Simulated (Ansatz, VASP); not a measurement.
## Two plane-wave programs on KTaO3

The input INCAR:

```
PREC = Accurate
ENCUT = 520
EDIFF = 1E-6
ISMEAR = 0
SIGMA = 0.05
LREAL = False
LASPH = True
NELM = 100
ALGO = Normal
ISIF = 2
LWAVE = False
LCHARG = True
GGA = PE
LELF = True
LVHAR = True
NBANDS = 27
```

Contents of KPOINTS:

```
regular mesh
0
Gamma
  8 8 8
```

POSCAR

```
KTaO3
1.0
    3.4841009675      0.0000000000      0.0000000000
    0.0000000000      3.4841009675      0.0000000000
    0.0000000000      0.0000000000      5.2261514513
K Ta O
1 1 3
Direct
    0.5000000000      0.5000000000      0.5000000000
    0.0000000000      0.0000000000      0.0000000000
    0.5000000000      0.0000000000      0.0000000000
    0.0000000000      0.5000000000      0.0000000000
    0.0000000000      0.0000000000      0.5000000000
```

Input for Ansatz:

```yaml
crystal:
  lattice:
    - [3.4841009675, 0.0, 0.0]
    - [0.0, 3.4841009675, 0.0]
    - [0.0, 0.0, 5.2261514513]
  atoms:
    - { symbol: K, position: [0.5, 0.5, 0.5] }
    - { symbol: Ta, position: [0.0, 0.0, 0.0] }
    - { symbol: O, position: [0.5, 0.0, 0.0] }
    - { symbol: O, position: [0.0, 0.5, 0.0] }
    - { symbol: O, position: [0.0, 0.0, 0.5] }
basis:
  ecutwfc: 420
kpoints:
  mp_grid: { grid: [8, 8, 8] }
hamiltonian:
  xc: pbe
scf:
  occupations: { method: gaussian, width: 0.05 }
output:
  forces: true
  stress: true
  eigenvalues: true
```

Alike in both runs: task single point; functional PBE; k mesh 8 × 8 × 8; occupations gaussian, width 0.05 eV; no spin polarisation.

|  | VASP | Ansatz |
| --- | --- | --- |
| version | VASP 6.6.1 | Ansatz 0.2.0 |
| potentials or method | VASP PAW PBE potentials, release 64 (K_sv, Ta_pv, O) | scalar-relativistic, plane waves, PAW |
| plane-wave cutoff (eV) | 520 | 420 |
| valence electrons in the cell | 38 | 40 |

VASP gave:

| Property | Result |
| --- | --- |
| gap on the k mesh at the Fermi level (eV) | 0.67 |
| least direct gap on the mesh (eV) | 0.67 |

Q: What did Ansatz give for the same quantities?

A: gap on the k mesh at the Fermi level (eV): 0.71; least direct gap on the mesh (eV): 0.71.

The two sets of potentials don't hold the same shells in valence.

Caveats: spin-orbit coupling is left out, which moves the levels of the heavy elements. A k mesh can miss the band edges. As with any semilocal functional, this PBE gap is likely too small.
